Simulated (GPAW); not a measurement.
# BN (P1) in GPAW: settings compared

One crystal, BN, is run at these levels: revPBE+D3(op), AM05; tasks: single point.

Everything below comes from runs of GPAW 26.7.0. Logs are shortened: lines on timing, memory, paths and dates and some standing lists are left out, and cuts for length are marked. The log counts tension as positive stress, the text compression.

### Step 1. The cell of the first run

The typed cell holds 2 atoms: a = 2.846 Å, b = 2.565 Å, c = 2.364 Å, α = 54.54°, β = 65.74°, γ = 56.38°.

The cell comes from a database or a generator and needn't be the stable form of this composition.

### Step 2. Single point, revPBE+D3(op) (cell sheared at random, sigma 0.1, atoms nudged by 0.01 Å)

The input, run.py:

```python
from ase.calculators.mixing import SumCalculator
from ase.dft.bandgap import bandgap
from ase.io import read, write
from ase.units import Bohr, GPa
from dftd3.ase import DFTD3
from gpaw import GPAW, PW
from gpaw.elf import elf_from_dft_calculation

atoms = read('POSCAR')

calc = GPAW(mode=PW(800),
            xc='revPBE',
            kpts={'size': (11, 14, 14), 'gamma': True},
            occupations={'name': 'fermi-dirac', 'width': 0.05},
            nbands=15,
            convergence={'density': 1e-05, 'energy': 1e-05},
            maxiter=60,
            txt='gpaw.txt')
atoms.calc = SumCalculator([calc, DFTD3(method='revpbe', damping='d3op')])
energy = atoms.get_potential_energy()
forces = atoms.get_forces()
stress = atoms.get_stress()
calc.write('gs.gpw')
write('result.traj', atoms)
print(f'Energy: {energy:.6f} eV')
print('Forces (eV/A):')
print(forces.round(4))
print('Stress (GPa):', (stress / GPa).round(3))
print('Fermi level:', round(calc.get_fermi_level(), 4), 'eV')
print(f'Gap: {bandgap(calc)[0]:.4f} eV, direct: {bandgap(calc, direct=True)[0]:.4f} eV')

# fields on the real-space grid
write('density.cube', atoms, data=calc.get_pseudo_density() * Bohr**3)
write('potential.cube', atoms, data=calc.get_electrostatic_potential())
write('elf.cube', atoms, data=elf_from_dft_calculation(calc).data)
```

The input, POSCAR:

```
BN
1.0
   -0.1667773300      1.8245355300      2.1783345400
    1.7458935900      0.1381990300      1.8733581800
    1.7792443000      1.5529098800      0.1048483200
B N
1 1
Direct
    0.0043507200      0.9968376600      0.9967101800
    0.7456492800      0.7531623400      0.7532898200
```

Potentials or basis: the program's PAW data sets (release 1.2.1) made for this functional, pw.

Command:

```
OMP_NUM_THREADS=1 python run.py
```

gpaw.txt:

```text
__  _  _
 | _ |_)|_||  |
 |__||  | ||/\| - 26.7.0

Input parameters:
  mode=PW(ecut=800.0),
  convergence={'density': 1e-05, 'energy': 1e-05},
  kpts=MonkhorstPack(size=(11, 14, 14), gamma=True),
  maxiter=60,
  nbands=15,
  occupations=Occupations(name='fermi-dirac', width=0.05),
  xc=XC(name='revPBE')

Diagonalizing LCAO Hamiltonian
Converting LCAO to pw mode

        N
         B

Atoms  # Å, Bohr magnetons
|   | symbol |        x |        y |        z |    initial magnetic moments |
|---|--------|----------|----------|----------|-----------------------------|
| 0 |      B | 3.513038 | 1.693501 | 1.981415 | ( 0.0000,  0.0000,  0.0000) |
| 1 |      N | 2.530871 | 2.634341 | 3.114198 | ( 0.0000,  0.0000,  0.0000) |

Unit cell  # Å
| periodic |         x |        y |        z |  lengths |    angles |
|----------|-----------|----------|----------|----------|-----------|
|      yes | -0.166777 | 1.824536 | 2.178335 | 2.846381 | 54.535168 |
|      yes |  1.745894 | 0.138199 | 1.873358 | 2.564511 | 65.736944 |
|      yes |  1.779244 | 1.552910 | 0.104848 | 2.363944 | 56.378780 |

Number of symmetries: 1
Symmetry operations  # r_c * U_cc + t_c -> r_c
|   | kind |            matrix            |
|---|------|------------------------------|
| 0 |  E   |  1, 0, 0,  0, 1, 0,  0, 0, 1 |

BZ-sampling:
  Number of BZ points: 2156
  Number of IBZ points: 1080

  Monkhorst-Pack size: [11, 14, 14]
  Monkhorst-Pack shift: [0.0, 0.03571428571428571, 0.03571428571428571]

K-points  # in reciprocal-cell coordinates
|      |                                coordinates |     weight |
|------|--------------------------------------------|------------|
|    0 | (  0.00000000,   0.00000000,   0.00000000) | 0.00046382 |
|    1 | (  0.00000000,   0.00000000,   0.07142857) | 0.00092764 |
|    2 | (  0.00000000,   0.00000000,   0.14285714) | 0.00092764 |
|    3 | (  0.00000000,   0.00000000,   0.21428571) | 0.00092764 |
|    4 | (  0.00000000,   0.00000000,   0.28571429) | 0.00092764 |
|    5 | (  0.00000000,   0.00000000,   0.35714286) | 0.00092764 |
|    6 | (  0.00000000,   0.00000000,   0.42857143) | 0.00092764 |
|    7 | (  0.00000000,   0.00000000,   0.50000000) | 0.00046382 |
|    8 | (  0.00000000,   0.07142857,  -0.42857143) | 0.00092764 |
|    9 | (  0.00000000,   0.07142857,  -0.35714286) | 0.00092764 |
|  ... |                                            |            |
| 1079 | (  0.45454545,   0.50000000,   0.50000000) | 0.00092764 |

Plane wave coefficients: 610
Cutoff: 800.0 eV

Spin-components: 1 (collinear spins)
Bands:           15
Projectors:      10
Spin-degeneracy: 2
Datatype:        complex128

Density:
  Valence electrons: 8.0
  Components: 1
  Grid points: [20 18 16]
  Charge: 0.0  # |e|

Potential:
  Grid points: [20 18 16]

species:
  B:
    name:    Boron
    Z:       5.0
    valence: 3
    core:    2
    charge:  0.0  # [|e|]
    compensation charges:
      type: gauss
      rc: 0.20  # [Å]
      lmax: 2
    cutoffs:
      filter: 1.14  # [Å]
      core: 1.38  # [Å]
    projectors
    | kind |    occ | energy [eV] | rcut [Å] |
    |------|--------|-------------|----------|
    |   2s |  2.000 |      -9.465 |    0.635 |
    |   2p |  1.000 |      -3.568 |    0.635 |
    |    s |        |      17.746 |    0.635 |
    |    p |        |      23.644 |    0.635 |
    |    d |        |       0.000 |    0.635 |

    Using partial waves for B as LCAO basis

  N:
    name:    Nitrogen
    Z:       7.0
    valence: 5
    core:    2
    charge:  0.0  # [|e|]
    compensation charges:
      type: gauss
      rc: 0.18  # [Å]
      lmax: 2
    cutoffs:
      filter: 1.11  # [Å]
      core: 0.96  # [Å]
    projectors
    | kind |    occ | energy [eV] | rcut [Å] |
    |------|--------|-------------|----------|
    |   2s |  2.000 |     -18.619 |    0.603 |
    |   2p |  3.000 |      -7.035 |    0.529 |
    |    s |        |       8.592 |    0.603 |
    |    p |        |      20.177 |    0.529 |
    |    d |        |       0.000 |    0.577 |

    Using partial waves for N as LCAO basis

Reference energy: -2153.808069  # eV

eigensolver:
  PPCG
  Converge bands: occupied
  niter=2

density mixing:
  MSR1-Mixer
  Pratt-step length: 0.05
  Maximum mixing coefficient: 0.75
  Old densities: 10
  SVD Regularization: 0.005
  Good broyden scale: 1.0
  Trust region scale: 1.0
  Backstep threshold: 4.0
  History deletion threshold: 6.0
  Fourier metric: weight=20.0, sigma=0.015

occupation numbers:
  Fermi-Dirac:
    width: 0.0500  # eV

poisson solver:
  ecut: 6400.0  # eV

xc functional:
  name: revPBE with 2 nearest neighbor stencil

convergence criteria:
- Maximum integral of absolute [dens]ity change: 1e-05 electrons / valence electron
- Maximum [total energy] change in last 3 cyles: 1e-05 eV / valence electron
- Maximum integral of absolute [eigenst]ate change: 4e-08 eV^2 / valence electron
maximum number of iterations: 60

SCF iterations
|iter     | |      energy | eigst |  dens |
|---------|-|-------------|-------|-------|
|iter:   1| |  -16.253942 | +0.15 |       |
|iter:   2| |  -16.028388 | -2.16 | -0.71 |
|iter:   3| |  -15.194011 | -1.59 | -0.76 |
|iter:   4| |  -15.186074 | -2.99 | -1.38 |
|iter:   5| |  -15.186502 | -3.67 | -1.79 |
|iter:   6| |  -15.186659 | -5.12 | -2.49 |
|iter:   7| |  -15.186662 | -7.00 | -3.34 |
|iter:   8| |  -15.186662c| -7.93c| -3.92 |
|iter:   9| |  -15.186662c| -7.62c| -4.65 |
|iter:  10| |  -15.186662c| -8.83c| -5.48c|

Converged in 10 steps
Energy contributions relative to reference atoms: (reference = -2153.808069)

Energy contributions:
  Kinetic:          21.274548
  Coulomb:         -18.474710
  Zero:              0.098502
  External:          0.000000
  Xc:              -18.085002
  Entropy:          -0.000000
  Spinorbit:         0.000000
  ----------------------------
  Free energy:     -15.186662
  Extrapolated:    -15.186662

dipole moment: (7.768142, 1.401241, 1.618762)  # |e|*Ang

Fermi level: 12.606
Eigenvalues  # (at kpt = [0.000, 0.000, 0.000])
| band index |      eig [eV] | occ [0-2] |
|------------|---------------|-----------|
|          0 |       -10.110 |     2.000 |
|          1 |         9.250 |     2.000 |
|          2 |        10.189 |     2.000 |
|          3 |        11.966 |     2.000 |
|          4 |        14.157 |     0.000 |
|          5 |        19.142 |     0.000 |
|          6 |        23.042 |     0.000 |
|          7 |        25.369 |     0.000 |
|          8 |        34.702 |     0.000 |
|          9 |        35.034 |     0.000 |
|         10 |        37.205 |     0.000 |
|         11 |        39.701 |     0.000 |
|        ... |               |           |
|         14 |        49.997 |     0.000 |

Gap: 1.274 eV
Transition (v -> c):
  (s=0, k=0, n=3, [0.00, 0.00, 0.00]) -> (s=0, k=981, n=4, [0.45, 0.00, 0.50])
Direct/indirect transitions are different
Direct gap: 2.190 eV
Transition at: (s=0, k=0, n=3, [0.00, 0.00, 0.00])

Forces  # eV/Ang
|        x |        y |        z |
|----------|----------|----------|
|  0.47655 | -0.29140 | -1.35116 |  # B    0
| -0.47680 |  0.29133 |  1.35115 |  # N    1

Stress tensor  # eV/Ang^3
|         x |         y |         z |
|-----------|-----------|-----------|
| -0.135887 | -0.204863 | -0.220753 |
| -0.204863 | -0.526296 |  0.652769 |
| -0.220753 |  0.652769 |  0.048886 |

# Writing to gs.gpw (mode='')
```

It took 80 s on 1 thread of AMD EPYC 9R45 (Zen 5), shared host; peak memory 0.44 GiB.

What came out:

- Free energy: -16.1705 eV
- Pressure: 18.6 GPa
- Largest force: 1.460 eV/Å
- Band gap on the k mesh: 1.27 eV, indirect (least direct gap 2.19 eV)
- Dispersion energy per atom: -0.492 eV

Forces on the atoms (eV/Å):
```
B    0.480 -0.289 -1.348
N   -0.480  0.289  1.348
```

Caveat: so large a pressure means that the cell lies far from this level's equilibrium, or that cutoff or potentials fall short; an odd mesh through Γ misses points on the zone boundary, where band edges often lie; forces of over 1 eV/Å show positions far from the minimum, so gaps and moduli don't describe the material at rest.

### Step 3. Single point, AM05 (cell sheared at random, sigma 0.1, atoms nudged by 0.01 Å)

run.py, as its differences from that of step 2:

```diff
@@ -1,2 +1 @@
-from ase.calculators.mixing import SumCalculator
 from ase.dft.bandgap import bandgap
@@ -4,17 +3,18 @@
 from ase.units import Bohr, GPa
-from dftd3.ase import DFTD3
-from gpaw import GPAW, PW
+from gpaw import GPAW, PW, setup_paths
 from gpaw.elf import elf_from_dft_calculation
 
-atoms = read('POSCAR')
+setup_paths.insert(0, '.')
+
+atoms = read('BN.xyz')
 
 calc = GPAW(mode=PW(800),
-            xc='revPBE',
+            xc='AM05',
             kpts={'size': (11, 14, 14), 'gamma': True},
             occupations={'name': 'fermi-dirac', 'width': 0.05},
-            nbands=15,
+            nbands=11,
             convergence={'density': 1e-05, 'energy': 1e-05},
-            maxiter=60,
+            maxiter=150,
             txt='gpaw.txt')
-atoms.calc = SumCalculator([calc, DFTD3(method='revpbe', damping='d3op')])
+atoms.calc = calc
 energy = atoms.get_potential_energy()
```

The input, BN.xyz:

```xyz
2
Lattice="-0.1667773300 1.8245355300 2.1783345400 1.7458935900 0.1381990300 1.8733581800 1.7792443000 1.5529098800 0.1048483200" Properties=species:S:1:pos:R:3 pbc="T T T"
B      3.5130377859      1.6935011269      1.9814146960
N      2.5308705241      2.6343411131      3.1141975840
```

Potentials or basis: PAW data sets generated in the run's folder for this functional, pw.

Command:

```
gpaw-setup -f AM05 B N
OMP_NUM_THREADS=1 python run.py
```

It took 59 s on 1 thread of AMD EPYC 9R45 (Zen 5), shared host; peak memory 0.39 GiB.

Results (log left out):

```
Free energy            : -16.6034 eV
Pressure               : 20.9 GPa
Largest force          : 1.444 eV/Å
Band gap on the k mesh : 1.09 eV, indirect (least direct gap 2.11 eV)
```

Forces on the atoms (eV/Å):
```
B    0.452 -0.276 -1.343
N   -0.453  0.276  1.343
```

Stress tensor (GPa, compression positive):
```
  10.16   32.10   34.92
  32.10   71.91 -103.38
  34.92 -103.38  -19.51
```

Levels at points of the mesh, in eV from the valence-band top:
```tsv
k point	band 2	band 3	band 4	band 5	band 6	band 7
(0.00, 0.00, 0.00)	-2.74	-1.78	0.00	2.11	7.07	10.97
(0.00, 0.00, 0.50)	-11.91	-5.47	-2.28	5.25	7.80	10.09
(0.00, 0.50, 0.00)	-11.91	-5.76	-2.55	2.65	9.31	11.98
(0.00, 0.50, 0.50)	-10.95	-7.74	-3.25	1.42	11.77	13.50
```

Caveat: so large a pressure means that the cell lies far from this level's equilibrium, or that cutoff or potentials fall short; an odd mesh through Γ misses points on the zone boundary, where band edges often lie; forces of over 1 eV/Å show positions far from the minimum, so gaps and moduli don't describe the material at rest.
